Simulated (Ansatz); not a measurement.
AlN:

```xyz
2
Lattice="0.0000 2.1840 2.1840 2.1840 0.0000 2.1840 2.1840 2.1840 0.0000" Properties=species:S:1:pos:R:3 pbc="T T T"
Al    0.0000    0.0000    0.0000
N     1.0920    1.0920    1.0920
```

Measurements of this composition are mostly on another form, of space group No. 186.

```yaml
Program: Ansatz 0.2.0
Task: relaxation of cell and atoms
Functional: BLYP
Potentials_or_basis: Ansatz PAW
Cutoff: "420 eV (not typed: the program's choice for these potentials)"
k_mesh: 10 × 10 × 10
Occupations: fermi-dirac, width 0.05 eV
Spin: no spin polarisation
```

At the start: volume 10.42 Å³/atom.

**Question.** How do energy, volume and symmetry change on relaxing?

**Answer.** It ends after 7 steps and the volume is 10.83 Å³/atom (+4.0 %); space group F-43m (No. 216, to 0.05 Å).

The path:
```csv
step,energy change (eV),largest force (eV/Å),volume (Å³)
1,0.0000,0.0000,20.83
2,-0.0126,0.0000,21.23
3,-0.0157,0.0000,21.61
4,-0.0157,0.0000,21.63
5,-0.0195,0.0000,21.63
6,-0.0194,0.0000,21.66
7,-0.0195,0.0000,21.66
```

Final structure:
```xyz
2
Lattice="0.0000 2.2125 2.2125 2.2125 0.0000 2.2125 2.2125 2.2125 0.0000" Properties=species:S:1:pos:R:3 pbc="T T T"
Al    0.0000    0.0000    0.0000
N     1.1062    1.1062    1.1062
```

Caveat: the plane-wave basis is chosen anew once the cell has moved, so the energies of steps on either side of that aren't comparable; the pressure holds a Pulay correction of +0.6 GPa for the finite cutoff; the PAW data sets come from PBE, with cores solved anew for the run's functional, which leaves a small shift of forces and pressure.
